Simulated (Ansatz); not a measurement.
# Symmetry broken, then relaxed in WS$_{2}$

Level of theory: Ansatz 0.2.0, DFT PBEsol, scalar-relativistic, plane waves, PAW. The runs took a 420 eV cutoff, a Γ-centred 8×6×2 mesh and Gaussian smearing (0.05 eV). Spin–orbit coupling is left out, which can shift energies with elements as heavy as these. No spin polarisation. Energies are free energies at this smearing, counted from the undisturbed cell; pressure is positive in compression.

The undisturbed cell (relaxed at this level):

```yaml
crystal:
  lattice:
    - [3.14613, 0.00000, 0.00000]
    - [0.00000, 5.44926, 0.00000]
    - [0.00000, 0.00000, 12.69173]
  atoms:
    - { symbol: W, position: [0.00000, 0.33333, 0.25000] }
    - { symbol: W, position: [0.50000, 0.83333, 0.25000] }
    - { symbol: W, position: [0.50000, 0.16667, 0.75000] }
    - { symbol: W, position: [0.00000, 0.66667, 0.75000] }
    - { symbol: S, position: [0.00000, 0.33333, 0.62649] }
    - { symbol: S, position: [0.50000, 0.83333, 0.62649] }
    - { symbol: S, position: [0.50000, 0.16667, 0.12649] }
    - { symbol: S, position: [0.00000, 0.66667, 0.12649] }
    - { symbol: S, position: [0.00000, 0.33333, 0.87351] }
    - { symbol: S, position: [0.50000, 0.83333, 0.87351] }
    - { symbol: S, position: [0.50000, 0.16667, 0.37351] }
    - { symbol: S, position: [0.00000, 0.66667, 0.37351] }
```

The cell holds layers and no dispersion correction was added, so their binding is poorly described.

The atoms are displaced (Å, in the unstrained cell):

```csv
atom,ux,uy,uz
W1,0.038,0.019,0.053
W2,-0.039,-0.015,0.069
W3,0.030,-0.017,-0.014
W4,-0.017,-0.075,-0.013
S5,-0.038,-0.054,-0.037
S6,0.011,0.053,0.059
S7,0.106,-0.014,0.026
S8,0.012,0.003,-0.051
S9,0.027,-0.026,0.079
S10,-0.059,0.079,-0.058
S11,0.000,0.026,-0.047
S12,-0.071,0.022,-0.066
```

The cell is strained by (-0.0256, 0.0036, 0.0012, -0.0075, -0.0348, -0.0097) (xx, yy, zz, yz, xz, xy; engineering shear). Cell and atoms are then relaxed.

Problem. Does the relaxation return to the undisturbed structure?

Solution. Yes (up to a choice of domain or origin): same space group and volume, and an energy 0.0 meV/atom from it. The disturbance itself cost 96.9 meV/atom. The final space group reads P6_3/mmc (tolerance 0.05 Å) and the volume changes by 0.00 %.

Final structure:

```
W S
1.0
     3.14591    0.00001   -0.00069
     0.00000    5.44940   -0.00206
    -0.00286   -0.00481   12.69232
W S
4 8
Direct
  0.00040 0.33349 0.25021
  0.50040 0.83349 0.25021
  0.49960 0.16651 0.74979
  0.99960 0.66651 0.74979
  0.99938 0.33297 0.62628
  0.49938 0.83297 0.62628
  0.50018 0.16659 0.12669
  0.00018 0.66659 0.12669
  0.99982 0.33340 0.87331
  0.49982 0.83341 0.87331
  0.50062 0.16703 0.37372
  0.00062 0.66703 0.37372
```

The relaxation, step by step (energy from the first step; small jumps at an unchanged geometry come where the plane waves are selected anew for the new cell):

| step | ΔE (meV/atom) | largest force component (eV/Å) | pressure (GPa) |
| --- | --- | --- | --- |
| 1 | 0.0 | 3.871 | 6.36 |
| 2 | -86.3 | 1.043 | -0.88 |
| 3 | -96.8 | 0.014 | 0.02 |
| 4 | -96.8 | 0.002 | 0.00 |
| 5 | -96.9 | 0.002 | 0.00 |

Cost: 3 runs of about 6.2 core-minutes in all, on AMD EPYC 7R43 (Zen 3) (shared hosts).